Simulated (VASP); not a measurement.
# From an Ansatz input to VASP: Ge (strained diamond)

Ansatz input

```yaml
crystal:
  lattice:
    - [0.009456245, 2.8463297572, 2.8463297572]
    - [2.8463297572, 0.009456245, 2.8463297572]
    - [2.8463297572, 2.8463297572, 0.009456245]
  atoms:
    - { symbol: Ge, position: [0.0002028075, 0.0002028075, 0.0002028075] }
    - { symbol: Ge, position: [0.2497971925, 0.2497971925, 0.2497971925] }
kpoints:
  mp_grid: { grid: [8, 8, 8] }
  band_path:
    path:
      - [0.0, 0.0, 0.0]
      - [0.5, 0.0, 0.5]
      - [0.625, 0.25, 0.625]
      - [0.375, 0.375, 0.75]
      - [0.5, 0.5, 0.5]
      - [0.5, 0.25, 0.75]
      - [-0.003825, -0.003825, -0.003825]
    npoints: 1
hamiltonian:
  xc: r2scan
scf:
  occupations: { method: fermi_dirac, width: 0.02 }
  n_extra_bands: 4
output:
  forces: true
  stress: true
  eigenvalues: true
```

Question: Which VASP files do the same job?

Answer: 

INCAR

```
LASPH = .TRUE.
LWAVE = .FALSE.
PREC = Accurate
LCHARG = .FALSE.
SIGMA = 0.02
ENCUT = 520
ISIF = 2
METAGGA = R2SCAN
LREAL = .FALSE.
ALGO = Normal
NSW = 0
ISMEAR = -1
IBRION = -1
NBANDS = 21
NELM = 120
EDIFF = 1E-7
```

KPOINTS

```
KPOINTS created by Atomic Simulation Environment
0
Gamma
8 8 8
0 0 0
```

KPOINTS_OPT

```
special points
7
Reciprocal
0.0000000000 0.0000000000 0.0000000000 1
0.5000000000 0.0000000000 0.5000000000 1
0.6250000000 0.2500000000 0.6250000000 1
0.3750000000 0.3750000000 0.7500000000 1
0.5000000000 0.5000000000 0.5000000000 1
0.5000000000 0.2500000000 0.7500000000 1
-0.0038250000 -0.0038250000 -0.0038250000 1
```

POSCAR

```
Ge
 1.0000000000000000
     0.0094562450000000    2.8463297571999999    2.8463297571999999
     2.8463297571999999    0.0094562450000000    2.8463297571999999
     2.8463297571999999    2.8463297571999999    0.0094562450000000
 Ge
   2
Cartesian
  0.0011564316346583  0.0011564316346583  0.0011564316346583
  1.4243725082153420  1.4243725082153420  1.4243725082153420
```

VASP ran with the recommended PBE PAW datasets (28 valence electrons in the cell). Other inputs would serve too.

```
                             Ansatz      VASP
gap between bands v and c   0.30 eV   0.26 eV
         least direct gap   0.30 eV   0.26 eV
                 pressure  -0.4 GPa  -0.3 GPa
```

The two codes use different PAW datasets and cutoffs. VASP's cell holds 28 valence electrons and Ansatz's 28. Ansatz's stress includes a Pulay correction; VASP's doesn't.
